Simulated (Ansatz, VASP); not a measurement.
## One calculation of SnO2, two programs

```xyz
6
Lattice="4.7374 0.0000 0.0000 0.0000 4.7374 0.0000 0.0000 0.0000 3.1864" Properties=species:S:1:pos:R:3 pbc="T T T"
Sn    0.0000    0.0000    0.0000
Sn    2.3687    2.3687    1.5932
O     1.4478    1.4478    0.0000
O     0.9208    3.8165    1.5932
O     3.2895    3.2895    0.0000
O     3.8165    0.9208    1.5932
```

Alike in both runs: task single point; functional PBE; k mesh 5 × 5 × 7; occupations fermi-dirac, width 0.02 eV; no spin polarisation.

```csv
,VASP,Ansatz
version,VASP 6.6.1,Ansatz 0.2.0
potentials or method,"VASP PAW PBE potentials, release 64 (Sn_d, O)","PAW, plane waves, scalar-relativistic"
plane-wave cutoff (eV),520,420
valence electrons in the cell,52,52
```

```csv
,VASP,Ansatz,Ansatz less VASP
gap on the k mesh at the Fermi level (eV),1.24,1.25,+0.009
pressure (GPa),11.4,10.8,-0.57
largest component of the traceless stress (GPa),1.76,1.53,-0.223
rms of the force components (eV/Å),0.025,0.017,-0.0076
```

Atom by atom the forces differ by 0.008 eV/Å (rms over components).

Caveats: spin-orbit coupling is left out, which moves the levels of the heavy elements. As with any semilocal functional, this PBE gap is likely too small.
